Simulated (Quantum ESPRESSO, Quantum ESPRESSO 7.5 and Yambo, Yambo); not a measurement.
**A GW chain in Yambo: AlN (P6_3mc)**

Aim: the G0W0 gap of AlN (P6_3mc) on PBE, step by step.

Method: PBE and many-body steps on it, plane waves, in Quantum ESPRESSO 7.5 and Yambo 5.3.0.

The database entry behind the starting cell differs from later determinations by our own check (inner coordinate u about 0.002 short), so it need not match the best structure at ambient conditions.

### Step 1. Starting point

It takes space group P6_3mc (No. 186, hexagonal). Conventional cell: a = 3.113 Å, b = 3.113 Å, c = 4.981 Å, α = 90.00°, β = 90.00°, γ = 120.00°. Al has 4 N at 1.89 Å nearest. N has 4 Al at 1.89 Å nearest. Farther neighbours and most contacts between anions are not listed.

The cell and positions come from the Crystallography Open Database and are kept as given unless a step says otherwise.

### Step 2. Ground state

This step: Quantum ESPRESSO 7.5; DFT, PBE, plane waves, norm-conserving pseudopotentials.

The ground-state density comes first.

The input, pw.in:

```
&control
  calculation = 'scf'
  prefix = 'x'
  outdir = 'o'
  pseudo_dir = 'pseudo'
/
&system
  ibrav = 0
  nat = 4
  ntyp = 2
  ecutwfc = 72.0
  nbnd = 14
  force_symmorphic = .true.
/
&electrons
  conv_thr = 1e-10
  electron_maxstep = 80
  mixing_beta = 0.5
/
ATOMIC_SPECIES
  Al 26.982 Al.upf
  N 14.007 N.upf
CELL_PARAMETERS angstrom
  3.1130000000 -0.0000000000 0.0000000000
  -1.5565000000 2.6959370820 0.0000000000
  0.0000000000 0.0000000000 4.9810000000
ATOMIC_POSITIONS crystal
  Al 0.3333333333 0.6666666667 0.0000000000
  Al 0.6666666667 0.3333333333 0.5000000000
  N 0.3333333333 0.6666666667 0.3800000000
  N 0.6666666667 0.3333333333 0.8800000000
K_POINTS automatic
  6 6 4 0 0 0
```

Started as:

```sh
$ OMP_NUM_THREADS=1 mpirun -n 4 pw.x -nk 4 -in pw.in > pw.out
```

The program printed:

```text
Program PWSCF v.7.5 starts

     This program is part of the open-source Quantum ESPRESSO suite
     for quantum simulation of materials; please cite
         "P. Giannozzi et al., J. Phys.:Condens. Matter 21 395502 (2009);
         "P. Giannozzi et al., J. Phys.:Condens. Matter 29 465901 (2017);
         "P. Giannozzi et al., J. Chem. Phys. 152 154105 (2020);
     in publications or presentations arising from this work. More details at
     Message from routine setup:
     using ibrav=0 with symmetry is DISCOURAGED, use correct ibrav instead

     G-vector sticks info

     bravais-lattice index     =            0
     lattice parameter (alat)  =       5.8827  a.u.
     unit-cell volume          =     282.0993 (a.u.)^3
     number of atoms/cell      =            4
     number of atomic types    =            2
     number of electrons       =        16.00
     number of Kohn-Sham states=           14
     kinetic-energy cutoff     =      72.0000  Ry
     charge density cutoff     =     288.0000  Ry
     scf convergence threshold =      1.0E-10
     mixing beta               =       0.5000
     number of iterations used =            8  plain     mixing
     Exchange-correlation= PBE
                           (   1   4   3   4   0   0   0)

     celldm(1)=   5.882717  celldm(2)=   0.000000  celldm(3)=   0.000000
     celldm(4)=   0.000000  celldm(5)=   0.000000  celldm(6)=   0.000000

     crystal axes: (cart. coord. in units of alat)
               a(1) = (   1.000000  -0.000000   0.000000 )
               a(2) = (  -0.500000   0.866025   0.000000 )
               a(3) = (   0.000000   0.000000   1.600064 )

     reciprocal axes: (cart. coord. in units 2 pi/alat)
               b(1) = (  1.000000  0.577350 -0.000000 )
               b(2) = (  0.000000  1.154701 -0.000000 )
               b(3) = ( -0.000000 -0.000000  0.624975 )
     Pseudo is Norm-conserving + core correction, Zval =  3.0
     Generated using ONCVPSP code by D. R. Hamann
     Using radial grid of 1876 points,  6 beta functions with:
     Pseudo is Norm-conserving + core correction, Zval =  5.0
     Generated using ONCVPSP code by D. R. Hamann
     Using radial grid of 1058 points,  4 beta functions with:
     Al                3.00    26.98200     Al( 1.00)
     N                 5.00    14.00700     N ( 1.00)

      6 Sym. Ops. (no inversion) found

   Cartesian axes

     site n.     atom                  positions (alat units)
         1        Al     tau(   1) = (  -0.0000000   0.5773503   0.0000000  )
         2        Al     tau(   2) = (   0.5000000   0.2886751   0.8000321  )
         3        N      tau(   3) = (  -0.0000000   0.5773503   0.6080244  )
         4        N      tau(   4) = (   0.5000000   0.2886751   1.4080565  )

     number of k points=    24
                       cart. coord. in units 2pi/alat
        k(    1) = (   0.0000000   0.0000000   0.0000000), wk =   0.0138889
        k(    2) = (   0.0000000   0.0000000   0.1562437), wk =   0.0277778
        k(    3) = (   0.0000000   0.0000000  -0.3124875), wk =   0.0138889
        k(    4) = (   0.0000000   0.1924501   0.0000000), wk =   0.0833333
        k(    5) = (   0.0000000   0.1924501   0.1562437), wk =   0.0833333
        k(    6) = (   0.0000000   0.1924501  -0.3124875), wk =   0.0833333
        k(    7) = (   0.0000000   0.3849002   0.0000000), wk =   0.0833333
        k(    8) = (   0.0000000   0.3849002   0.1562437), wk =   0.0833333
        k(    9) = (   0.0000000   0.3849002  -0.3124875), wk =   0.0833333
        k(   10) = (   0.0000000  -0.5773503   0.0000000), wk =   0.0416667
     [... 12 further rows ...]
        k(   23) = (   0.0000000  -0.3849002   0.1562437), wk =   0.0833333
        k(   24) = (  -0.1666667  -0.4811252   0.1562437), wk =   0.1666667

     Dense  grid:    23187 G-vectors     FFT dimensions: (  32,  32,  54)

     Initial potential from superposition of free atoms

     starting charge      15.9951, renormalised to      16.0000
     Starting wfcs are   16 randomized atomic wfcs

     per-process dynamical memory:    22.5 Mb

     Self-consistent Calculation

     iteration #  1     ecut=    72.00 Ry     beta= 0.50

     total energy              =     -50.81998425 Ry
     estimated scf accuracy    <       1.20204797 Ry

     iteration #  2     ecut=    72.00 Ry     beta= 0.50

     total energy              =     -51.15497471 Ry
     estimated scf accuracy    <       0.13976293 Ry

     iteration #  3     ecut=    72.00 Ry     beta= 0.50

     total energy              =     -51.17366281 Ry
     estimated scf accuracy    <       0.01056669 Ry

     iteration #  4     ecut=    72.00 Ry     beta= 0.50

     total energy              =     -51.17593161 Ry
     estimated scf accuracy    <       0.00721993 Ry

     iteration #  5     ecut=    72.00 Ry     beta= 0.50

     total energy              =     -51.17618773 Ry
     estimated scf accuracy    <       0.00068179 Ry

     iteration #  6     ecut=    72.00 Ry     beta= 0.50

     total energy              =     -51.17644071 Ry
     estimated scf accuracy    <       0.00006151 Ry

     iteration #  7     ecut=    72.00 Ry     beta= 0.50

     total energy              =     -51.17643369 Ry
     estimated scf accuracy    <       0.00003145 Ry

     iteration #  8     ecut=    72.00 Ry     beta= 0.50

     total energy              =     -51.17643414 Ry
     estimated scf accuracy    <       0.00000549 Ry

     iteration #  9     ecut=    72.00 Ry     beta= 0.50

     total energy              =     -51.17643454 Ry
     estimated scf accuracy    <       0.00000063 Ry

     iteration # 10     ecut=    72.00 Ry     beta= 0.50

     total energy              =     -51.17643473 Ry
     estimated scf accuracy    <          1.6E-10 Ry

     iteration # 11     ecut=    72.00 Ry     beta= 0.50

     total energy              =     -51.17643473 Ry
     estimated scf accuracy    <          3.6E-09 Ry

     iteration # 12     ecut=    72.00 Ry     beta= 0.50

     total energy              =     -51.17643474 Ry
     estimated scf accuracy    <          5.7E-10 Ry

     iteration # 13     ecut=    72.00 Ry     beta= 0.50

     total energy              =     -51.17643473 Ry
     estimated scf accuracy    <          7.0E-10 Ry

     iteration # 14     ecut=    72.00 Ry     beta= 0.50

     End of self-consistent calculation

          k = 0.0000 0.0000 0.0000 (  2863 PWs)   bands (ev):

    -8.0385  -5.8877   1.1322   6.2756   6.2756   6.9268   6.9268   7.1067
    11.3272  13.7824  17.6990  18.2976  18.2976  20.2844

          k = 0.0000 0.0000 0.1562 (  2893 PWs)   bands (ev):

    -7.8016  -6.3221   1.9309   5.9103   6.3662   6.3662   6.8267   6.8267
    12.2778  13.8969  17.3750  18.2652  18.2653  18.8620

          k = 0.0000 0.0000-0.3125 (  2858 PWs)   bands (ev):

    -7.1500  -7.1500   3.7936   3.7936   6.5919   6.5919   6.5919   6.5919
    13.5732  13.5732  17.4519  17.4521  18.6140  18.6140

          k = 0.0000 0.1925 0.0000 (  2896 PWs)   bands (ev):

     [... further k-points ...]

     highest occupied, lowest unoccupied level (ev):     7.1067   11.3272

!    total energy              =     -51.17643473 Ry
     estimated scf accuracy    <          1.9E-11 Ry

     The total energy is the sum of the following terms:
     one-electron contribution =      -2.07179065 Ry
     hartree contribution      =      11.37825137 Ry
     xc contribution           =     -16.99644717 Ry
     ewald contribution        =     -43.48644828 Ry

     convergence has been achieved in  14 iterations

     XML data file, charge density, pseudopotentials, collected wavefunctions

=------------------------------------------------------------------------------=
   JOB DONE.
=------------------------------------------------------------------------------=
```

Wall time 4.6 s (4 MPI ranks of Arm Neoverse V2, shared host); peak memory 0.23 GiB.

Numbers from this step:

- total energy: -696.2909 eV
- gap: 4.220 eV
- k of the valence top: 0, 0, 0
- k of the conduction bottom: 0, 0, 0
- least direct gap: 4.220 eV

The gap is direct, at Γ.

### Step 3. Bands along the symmetry lines

The cheap functional maps the bands first; the places of the edges decide which points the dearer methods must see.

The input, pw.in:

```
&control
  calculation = 'bands'
  prefix = 'x'
  outdir = 'o'
  pseudo_dir = 'pseudo'
/
&system
  ibrav = 0
  nat = 4
  ntyp = 2
  ecutwfc = 72.0
  nbnd = 14
  force_symmorphic = .true.
/
&electrons
  conv_thr = 1e-9
  electron_maxstep = 80
  diago_full_acc = .true.
  diago_thr_init = 5e-6
/
ATOMIC_SPECIES
  Al 26.982 Al.upf
  N 14.007 N.upf
CELL_PARAMETERS angstrom
  3.1130000000 -0.0000000000 0.0000000000
  -1.5565000000 2.6959370820 0.0000000000
  0.0000000000 0.0000000000 4.9810000000
ATOMIC_POSITIONS crystal
  Al 0.3333333333 0.6666666667 0.0000000000
  Al 0.6666666667 0.3333333333 0.5000000000
  N 0.3333333333 0.6666666667 0.3800000000
  N 0.6666666667 0.3333333333 0.8800000000
K_POINTS crystal
  75
  0.00000000 0.00000000 0.00000000 1
  0.06250000 0.00000000 0.00000000 1
  0.12500000 0.00000000 0.00000000 1
  0.18750000 0.00000000 0.00000000 1
  0.25000000 0.00000000 0.00000000 1
  0.31250000 0.00000000 0.00000000 1
  0.37500000 0.00000000 0.00000000 1
  0.43750000 0.00000000 0.00000000 1
  0.50000000 0.00000000 0.00000000 1
  0.47916667 0.04166667 0.00000000 1
  0.45833333 0.08333333 0.00000000 1
  0.43750000 0.12500000 0.00000000 1
  0.41666666 0.16666666 0.00000000 1
  0.39583333 0.20833333 0.00000000 1
  0.37500000 0.25000000 0.00000000 1
  0.35416666 0.29166666 0.00000000 1
  0.33333333 0.33333333 0.00000000 1
  0.29166666 0.29166666 0.00000000 1
  0.25000000 0.25000000 0.00000000 1
  0.20833333 0.20833333 0.00000000 1
  0.16666666 0.16666666 0.00000000 1
  0.12500000 0.12500000 0.00000000 1
  0.08333333 0.08333333 0.00000000 1
  0.04166667 0.04166667 0.00000000 1
  0.00000000 0.00000000 0.00000000 1
  0.00000000 0.00000000 0.06250000 1
  0.00000000 0.00000000 0.12500000 1
  0.00000000 0.00000000 0.18750000 1
  0.00000000 0.00000000 0.25000000 1
  0.00000000 0.00000000 0.31250000 1
  0.00000000 0.00000000 0.37500000 1
  0.00000000 0.00000000 0.43750000 1
  0.00000000 0.00000000 0.50000000 1
  0.06250000 0.00000000 0.50000000 1
  0.12500000 0.00000000 0.50000000 1
  0.18750000 0.00000000 0.50000000 1
  0.25000000 0.00000000 0.50000000 1
  0.31250000 0.00000000 0.50000000 1
  0.37500000 0.00000000 0.50000000 1
  0.43750000 0.00000000 0.50000000 1
  0.50000000 0.00000000 0.50000000 1
  0.47916667 0.04166667 0.50000000 1
  0.45833333 0.08333333 0.50000000 1
  0.43750000 0.12500000 0.50000000 1
  0.41666666 0.16666666 0.50000000 1
  0.39583333 0.20833333 0.50000000 1
  0.37500000 0.25000000 0.50000000 1
  0.35416666 0.29166666 0.50000000 1
  0.33333333 0.33333333 0.50000000 1
  0.29166666 0.29166666 0.50000000 1
  0.25000000 0.25000000 0.50000000 1
  0.20833333 0.20833333 0.50000000 1
  0.16666666 0.16666666 0.50000000 1
  0.12500000 0.12500000 0.50000000 1
  0.08333333 0.08333333 0.50000000 1
  0.04166667 0.04166667 0.50000000 1
  0.00000000 0.00000000 0.50000000 1
  0.50000000 0.00000000 0.50000000 1
  0.50000000 0.00000000 0.43750000 1
  0.50000000 0.00000000 0.37500000 1
  0.50000000 0.00000000 0.31250000 1
  0.50000000 0.00000000 0.25000000 1
  0.50000000 0.00000000 0.18750000 1
  0.50000000 0.00000000 0.12500000 1
  0.50000000 0.00000000 0.06250000 1
  0.50000000 0.00000000 0.00000000 1
  0.33333333 0.33333333 0.50000000 1
  0.33333333 0.33333333 0.43750000 1
  0.33333333 0.33333333 0.37500000 1
  0.33333333 0.33333333 0.31250000 1
  0.33333333 0.33333333 0.25000000 1
  0.33333333 0.33333333 0.18750000 1
  0.33333333 0.33333333 0.12500000 1
  0.33333333 0.33333333 0.06250000 1
  0.33333333 0.33333333 0.00000000 1
```

The program printed:

```text
[banner, memory and clock lines left out]
Program PWSCF v.7.5 starts

     Atomic positions and unit cell read from directory:
     o/x.save/

     Message from routine setup:
     using ibrav=0 with symmetry is DISCOURAGED, use correct ibrav instead

     G-vector sticks info

     bravais-lattice index     =            0
     lattice parameter (alat)  =       5.8827  a.u.
     unit-cell volume          =     282.0993 (a.u.)^3
     number of atoms/cell      =            4
     number of atomic types    =            2
     number of electrons       =        16.00
     number of Kohn-Sham states=           14
     kinetic-energy cutoff     =      72.0000  Ry
     charge density cutoff     =     288.0000  Ry
     Exchange-correlation= PBE
                           (   1   4   3   4   0   0   0)

     celldm(1)=   5.882717  celldm(2)=   0.000000  celldm(3)=   0.000000
     celldm(4)=   0.000000  celldm(5)=   0.000000  celldm(6)=   0.000000

     crystal axes: (cart. coord. in units of alat)
               a(1) = (   1.000000  -0.000000   0.000000 )
               a(2) = (  -0.500000   0.866025   0.000000 )
               a(3) = (   0.000000   0.000000   1.600064 )

     reciprocal axes: (cart. coord. in units 2 pi/alat)
               b(1) = (  1.000000  0.577350 -0.000000 )
               b(2) = (  0.000000  1.154701 -0.000000 )
               b(3) = ( -0.000000 -0.000000  0.624975 )
     Pseudo is Norm-conserving + core correction, Zval =  3.0
     Generated using ONCVPSP code by D. R. Hamann
     Using radial grid of 1876 points,  6 beta functions with:
     Pseudo is Norm-conserving + core correction, Zval =  5.0
     Generated using ONCVPSP code by D. R. Hamann
     Using radial grid of 1058 points,  4 beta functions with:
     Al                3.00    26.98200     Al( 1.00)
     N                 5.00    14.00700     N ( 1.00)

      6 Sym. Ops. (no inversion) found

   Cartesian axes

     site n.     atom                  positions (alat units)
         1        Al     tau(   1) = (  -0.0000000   0.5773503   0.0000000  )
         2        Al     tau(   2) = (   0.5000000   0.2886751   0.8000321  )
         3        N      tau(   3) = (  -0.0000000   0.5773503   0.6080244  )
         4        N      tau(   4) = (   0.5000000   0.2886751   1.4080565  )

     number of k points=    75
                       cart. coord. in units 2pi/alat
        k(    1) = (   0.0000000   0.0000000   0.0000000), wk =   0.0266667
        k(    2) = (   0.0625000   0.0360844   0.0000000), wk =   0.0266667
        k(    3) = (   0.1250000   0.0721688   0.0000000), wk =   0.0266667
[...]
[... 63 further rows ...]
        k(   74) = (   0.3333333   0.5773503   0.0390609), wk =   0.0266667
        k(   75) = (   0.3333333   0.5773503   0.0000000), wk =   0.0266667

     Dense  grid:    23187 G-vectors     FFT dimensions: (  32,  32,  54)

     The potential is recalculated from file :
     o/x.save/charge-density

     Starting wfcs are   16 randomized atomic wfcs

     Band Structure Calculation

     End of band structure calculation

          k = 0.0000 0.0000 0.0000 (  2863 PWs)   bands (ev):

    -8.0385  -5.8877   1.1322   6.2756   6.2756   6.9268   6.9268   7.1067
    11.3272  13.7824  17.6990  18.2976  18.2976  20.2845

          k = 0.0625 0.0361 0.0000 (  2881 PWs)   bands (ev):

    -7.9887  -5.8594   1.1915   6.0380   6.2074   6.6812   6.9207   7.0869
    11.5752  13.9974  17.4940  17.9237  18.4422  20.0986

          k = 0.1250 0.0722 0.0000 (  2880 PWs)   bands (ev):

    -7.8414  -5.7784   1.3678   5.4066   6.0322   6.1037   6.8891   7.0164
    12.1590  14.5141  16.8879  17.2194  18.8553  19.7092

[...]
k = 0.3333 0.5774 0.0391 (  2931 PWs)   bands (ev):

    -5.5416  -5.5416   2.3343   3.2784   3.2784   4.6549   4.8286   4.8286
    12.2407  15.4762  16.7139  16.7139  18.6879  18.6879

          k = 0.3333 0.5774 0.0000 (  2928 PWs)   bands (ev):

    -5.5433  -5.5433   2.3182   3.3537   3.3537   4.6905   4.7354   4.7354
    12.1816  15.4832  16.8039  16.8039  18.6615  18.6615

     XML data file, pseudopotentials, collected wavefunctions
```

It took 3.7 s on 4 MPI ranks; peak memory 0.2 GiB.

Numbers from this step:

```yaml
gap: 4.221 eV
k_of_the_valence_top: 0, 0, 0
k_of_the_conduction_bottom: 0, 0, 0
least_direct_gap: 4.221 eV
```

The gap is 4.221 eV, as in the run before at this level.

The electronic bands at the labelled points (eV, zero at the top of the highest filled band; v1 is the highest filled band, c1 the lowest empty one):

```csv
point,v4,v3,v2,v1,c1,c2,c3,c4
Γ,-0.83,-0.18,-0.18,0.00,4.22,6.68,10.59,11.19
halfway,-2.43,-1.54,-0.44,-0.38,6.21,7.63,8.10,10.04
M,-3.33,-2.06,-1.77,-0.66,5.83,5.84,8.21,10.30
halfway,-3.08,-2.97,-1.86,-1.49,5.54,7.17,8.88,10.08
K,-3.75,-2.42,-2.37,-2.37,5.07,8.38,9.70,9.70
halfway,-3.35,-1.67,-0.86,-0.59,6.85,7.48,8.57,9.14
Γ,-0.83,-0.18,-0.18,0.00,4.22,6.68,10.59,11.19
halfway,-0.74,-0.74,-0.28,-0.28,5.17,6.79,10.27,11.16
A,-0.51,-0.51,-0.51,-0.51,6.47,6.47,10.35,10.35
halfway,-1.58,-1.58,-1.01,-1.01,6.55,6.55,9.52,9.52
L,-1.44,-1.44,-1.35,-1.35,5.34,5.34,9.32,9.32
halfway,-2.72,-2.72,-0.92,-0.92,6.19,6.19,9.25,9.25
H,-3.83,-3.83,-0.78,-0.78,7.44,7.44,7.88,7.88
halfway,-1.80,-1.80,-1.20,-1.20,6.74,6.74,9.49,9.49
A,-0.51,-0.51,-0.51,-0.51,6.47,6.47,10.35,10.35
jump to L,-1.44,-1.44,-1.35,-1.35,5.34,5.34,9.32,9.32
halfway,-2.55,-1.89,-1.19,-0.91,5.09,5.93,9.37,9.47
M,-3.33,-2.06,-1.77,-0.66,5.83,5.84,8.21,10.30
jump to H,-3.83,-3.83,-0.78,-0.78,7.44,7.44,7.88,7.88
halfway,-4.41,-2.91,-1.46,-1.46,5.91,8.23,8.70,8.70
K,-3.75,-2.42,-2.37,-2.37,5.07,8.38,9.70,9.70
```

(Continued in part 2 of 3.)

[Paths, hosts, dates, memory and timing lines, banners, echoed tables and standing remarks are left out of the program output.]

[Logs are printed without paths, hosts, clocks, repeated set-up lines and the standing remarks that a program may print on its own settings, such as how far it seeks lower states.]

[Runs of the session that timed out or met a known fault of the program may be left out.]

[Hosts, paths, dates, database ids (printed as entryN), source tags and the programs' standing remarks are cut or masked in the printed files.]
